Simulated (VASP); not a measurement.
A run of VASP 6.6.1:

Contents of run.py:

```python
from ase.calculators.vasp import Vasp
from ase.dft.dos import DOS
from ase.io import read

atoms = read('POSCAR')
calc = Vasp(
    directory='calc',
    xc='r2scan',
    pp='PBE',
    setups='recommended',
    prec='Accurate',
    encut=520,
    ediff=1e-06,
    ismear=0,
    sigma=0.1,
    lreal=False,
    lasph=True,
    nelm=100,
    algo='Normal',
    isif=2,
    lwave=False,
    lcharg=False,
    lmaxmix=4,
    ldautype=2,
    ldauprint=1,
    lmixtau=True,
    ivdw=13,
    vdw_s6=1.0,
    vdw_s8=0.6018749,
    vdw_a1=0.51559235,
    vdw_a2=5.77342911,
    lorbit=11,
    ldau_luj={'Hf': {'L': 2, 'U': 4.5, 'J': 0.5}},
    kpts=[9, 9, 9],
    gamma=True,
    nbands=18,
)
atoms.calc = calc

print('energy (eV):', atoms.get_potential_energy())
print('free energy (eV):', atoms.get_potential_energy(force_consistent=True))
print('forces (eV/A):')
print(atoms.get_forces())
print('stress (eV/A^3, Voigt):', atoms.get_stress())
print('Fermi level (eV):', calc.get_fermi_level())
dos = DOS(calc, width=0.1, window=(-10, 10), npts=201)
print('E - E_F (eV), DOS (1/eV)')
for e, g in zip(dos.get_energies(), dos.get_dos()):
    print(f'{e:8.3f} {g:10.4f}')
```

POSCAR

```
HfO2
1.0
    0.0000000000      2.5575000000      2.5575000000
    2.5575000000      0.0000000000      2.5575000000
    2.5575000000      2.5575000000      0.0000000000
Hf O
1 2
Direct
    0.0000000000      0.0000000000      0.0000000000
    0.7500000000      0.7500000000      0.7500000000
    0.2500000000      0.2500000000      0.2500000000
```

Potentials or basis: VASP PAW PBE potentials, release 64 (Hf_pv, O).

Launch:

```sh
$ python run.py
```

Hardware: 1 thread of AMD EPYC 9R45 (Zen 5) (shared host).

Task: Estimate the wall time of this run.

Result: Run time: 78 s on 1 thread of AMD EPYC 9R45 (Zen 5), on a shared host, peak memory 0.14 GiB. Counts: scf iterations 19, k points 35.
